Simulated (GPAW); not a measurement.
SnTe, 2 atoms in the cell. It takes space group Fm-3m (No. 225, cubic). Conventional cell: a = 6.302 Å, b = 6.302 Å, c = 6.302 Å, α = 90.00°, β = 90.00°, γ = 90.00°. Te (site symmetry m-3m) has 6 Sn at 3.15 Å as nearest neighbours. Sn (site symmetry m-3m) has 6 Te at 3.15 Å as nearest neighbours. 

- Program: GPAW 26.7.0
- Task: G0W0 quasiparticle levels
- Functional: PBE
- Potentials or basis: GPAW PAW data sets (gpaw-data 1.2.1)
- Cutoff: 450 eV
- Basis: pw
- k mesh: 3 × 3 × 3
- Occupations: fermi-dirac, width 0.001 eV
- Spin: no spin polarisation
- Response ecut: 100 eV
- Frequency: ppa
- Extrapolate: yes
- Qp bands: 2
- Maxiter: 150
- Integrate gamma: WS
- Vertex: none
- All k: no
- Response bands: 142

Potentials or basis: GPAW PAW data sets (gpaw-data 1.2.1), pw.

The run is started by

```console
$ OMP_NUM_THREADS=1 python run.py
```

Hardware: 1 thread of Arm Neoverse V1, on a shared host.

How long does it take, and how much memory?

Wall time 92 s on 1 thread of Arm Neoverse V1, with other jobs on the host, peak memory 0.36 GiB. Counts: scf iterations 10, plane waves 1363, bands 19, k points 4.
